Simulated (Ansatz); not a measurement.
**EuO under compression and expansion**

```cif
data_structure
_symmetry_space_group_name_H-M 'Fm-3m'
_symmetry_Int_Tables_number 225
_cell_length_a 5.0608
_cell_length_b 5.0608
_cell_length_c 5.0608
_cell_angle_alpha 90.000
_cell_angle_beta 90.000
_cell_angle_gamma 90.000
_cell_volume 129.61
loop_
_atom_site_label
_atom_site_type_symbol
_atom_site_symmetry_multiplicity
_atom_site_Wyckoff_symbol
_atom_site_fract_x
_atom_site_fract_y
_atom_site_fract_z
_atom_site_occupancy
Eu1 Eu 4 a 0.00000 0.00000 0.00000 1
O1 O 4 b 0.50000 0.00000 0.00000 1
```

The runs use the primitive cell with vectors (0.000, 2.530, 2.530), (2.530, 0.000, 2.530), (2.530, 2.530, 0.000) Å, to which the k mesh refers.

Symmetry: Fm-3m, No. 225, cubic system. The conventional cell has a = 5.061 Å, b = 5.061 Å, c = 5.061 Å, α = 90.00°, β = 90.00°, γ = 90.00°. Around Eu (site symmetry m-3m) lie 6 O at 2.53 Å. Around O (site symmetry m-3m) lie 6 Eu at 2.53 Å.

The structure comes from a relaxation in the same program, started in the rocksalt type, and has space group Fm-3m. Whether it is a known phase or the ground state wasn't checked.

Semilocal functionals without a Hubbard term describe localised f shells poorly; where the shell is localised, the real material differs.

Other magnetic orders may lie lower; this is the state that the run reached.

No spin–orbit coupling, which matters for the heavy atoms here.

Methods: DFT, PBE, all-electron LAPW, scalar-relativistic (Ansatz 0.2.0); DFT, PBE, PAW with Ansatz's default frozen-core files, scalar-relativistic (Ansatz 0.2.0).

For LAPW: a Γ-centred 14×14×14 k mesh, Fermi–Dirac smearing of 0.05 eV, basis error target 1 meV/atom, spin-polarised from start moments Eu1 7 μB. PAW takes a cutoff of 420 eV at this cell. The Ansatz runs share mesh, smearing and spin set-up. Plane-wave (PAW) pressures include the program's estimate of the Pulay term.

The cell above is scaled evenly, with fractional coordinates and shape held.

Estimate the equilibrium volume and bulk modulus that LAPW (all electrons) gives for this fixed shape.

V0 = 16.23 Å³/atom, B0 = 96 GPa, B0′ = 5.1, from a third-order Birch–Murnaghan fit to these pressures:
```json
{"V/V(cell)": "0.9500", "V (Å³/atom)": "15.392", "P, LAPW (GPa)": "5.79", "P, PAW (GPa)": "5.63", "moment, LAPW (μB)": "6.92"}
{"V/V(cell)": "0.9750", "V (Å³/atom)": "15.797", "P, LAPW (GPa)": "2.76", "P, PAW (GPa)": "2.60", "moment, LAPW (μB)": "6.93"}
{"V/V(cell)": "1.0000", "V (Å³/atom)": "16.202", "P, LAPW (GPa)": "0.16", "P, PAW (GPa)": "0.01", "moment, LAPW (μB)": "6.95"}
{"V/V(cell)": "1.0250", "V (Å³/atom)": "16.607", "P, LAPW (GPa)": "-2.06", "P, PAW (GPa)": "-2.20", "moment, LAPW (μB)": "6.96"}
{"V/V(cell)": "1.0500", "V (Å³/atom)": "17.012", "P, LAPW (GPa)": "-4.00", "P, PAW (GPa)": "-4.13", "moment, LAPW (μB)": "6.97"}
```

PAW's V0 lies -0.16 % from the all-electron value and its B0 0.5 %. Symmetry fixes shape and coordinates here, so this is the relaxed modulus.
